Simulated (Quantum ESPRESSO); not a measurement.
The system is WS2 (Tungstenite).

```
CELL_PARAMETERS angstrom
3.18000 0.00000 0.00000
-1.59000 2.75396 0.00000
0.00000 0.00000 12.50000
ATOMIC_POSITIONS crystal
W 0.66667 0.33333 0.75000
W 0.33333 0.66667 0.25000
S 0.66667 0.33333 0.37500
S 0.33333 0.66667 0.87500
S 0.66667 0.33333 0.12500
S 0.33333 0.66667 0.62500
```

Base run:

```yaml
Program: Quantum ESPRESSO 7.5
Functional: PBE
Potentials_or_basis: GBRV 1.5 PBE
Cutoff: 612 eV
Density_cutoff: 4898 eV
k_mesh: 10 × 10 × 3
Occupations: fermi-dirac, width 0.05 eV
Spin: no spin polarisation
```

Its results: band gap on the k mesh 1.12 eV, indirect (least direct gap 2.08 eV); pressure 1.9 GPa; largest force 0.160 eV/Å.

**Question.** The run is repeated on the same cell with these changes: potentials or basis from GBRV 1.5 PBE to SSSP 1.3 efficiency PBE; cutoff from 612 eV to 748 eV; density cutoff from 4898 eV to 5987 eV. What comes out?

**Answer.** Band gap on the k mesh 1.12 eV, indirect (least direct gap 2.08 eV); pressure 2.5 GPa; largest force 0.160 eV/Å.

Caveats: spin-orbit coupling is left out, which moves the levels of the heavy elements; this functional lacks dispersion, which binds the layers, so the pressure and a relaxed spacing across them are unreliable; an odd mesh through Γ misses points on the zone boundary, where band edges often lie (some runs).

Not every run made on this cell is shown here.
